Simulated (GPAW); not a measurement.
Wanted: an ASE script for a GPAW 26.7.0 run.

| Property | Result |
| --- | --- |
| Task | relaxation of cell and atoms |
| Functional | PBEsol |
| Potentials or basis | PAW data sets generated in the run's folder for this functional |
| Cutoff | 600 eV |
| Basis | pw |
| k mesh | 10 × 10 × 6 |
| Occupations | fermi-dirac, width 0.05 eV |
| Spin | no spin polarisation |
| Target pressure | -1 GPa |
| Maxiter | 150 |
| Optimizer | BFGS |
| Fmax | 0.05 eV/Å |
| Max steps | 40 |
| Target pressure | -1 GPa |
| Convergence | density=1e-05 forces=0.0001 |

Ti:

```
Ti
1.0
     2.95000    0.00000    0.00000
    -1.47500    2.55477    0.00000
     0.00000    0.00000    4.68000
Ti
2
Direct
  0.66667 0.33333 0.75000
  0.33333 0.66667 0.25000
```

The input as run:

run.py

```python
from ase import Atoms
from ase.filters import FrechetCellFilter
from ase.io import write
from ase.optimize import BFGS
from ase.units import GPa
from gpaw import GPAW, PW, setup_paths

setup_paths.insert(0, '.')

atoms = Atoms(['Ti', 'Ti'],
              cell=[[2.95, 0.0, 0.0],
                    [-1.475, 2.5547749412, 0.0],
                    [0.0, 0.0, 4.68]],
              scaled_positions=[[0.6666666667, 0.3333333333, 0.75],
                                [0.3333333333, 0.6666666667, 0.25]],
              pbc=True)

calc = GPAW(mode=PW(600),
            xc='PBEsol',
            kpts={'size': (10, 10, 6), 'gamma': True},
            occupations={'name': 'fermi-dirac', 'width': 0.05},
            nbands=24,
            convergence={'density': 1e-05, 'forces': 0.0001},
            maxiter=150,
            txt='gpaw.txt')
atoms.calc = calc
opt = BFGS(FrechetCellFilter(atoms, scalar_pressure=-1 * GPa), trajectory='relax.traj', logfile='-')
done = opt.run(fmax=0.05, steps=40)
calc.write('gs.gpw')
write('result.traj', atoms)
print('Converged:', done)
print('Cell:', atoms.cell.cellpar().round(4))
print('Volume:', round(atoms.get_volume(), 4))
print(atoms.get_scaled_positions().round(5))
```

Potentials or basis: PAW data sets generated in the run's folder for this functional, pw.

The run is started by

```console
$ gpaw-setup -f PBEsol Ti
$ OMP_NUM_THREADS=1 python run.py
```

It gave:

The relaxed volume is 16.79 Å³/atom, the relaxed cell is a = 2.904 Å, b = 2.904 Å, c = 4.597 Å, α = 90.00°, β = 90.00°, γ = 120.00° and the space group after relaxing (to 0.05 Å) is P6_3/mmc (No. 194). The energy change on relaxing (the enthalpy is what falls) is -14.4 meV/atom. The ionic steps are 3, the pressure after relaxing is -0.8 GPa and the band gap on the k mesh is none (metal or under the smearing width).

Caveat: later steps reuse the first step's grids.

Run time: 120 s on 1 thread of Arm Neoverse V1, on a shared host, peak memory 0.26 GiB.
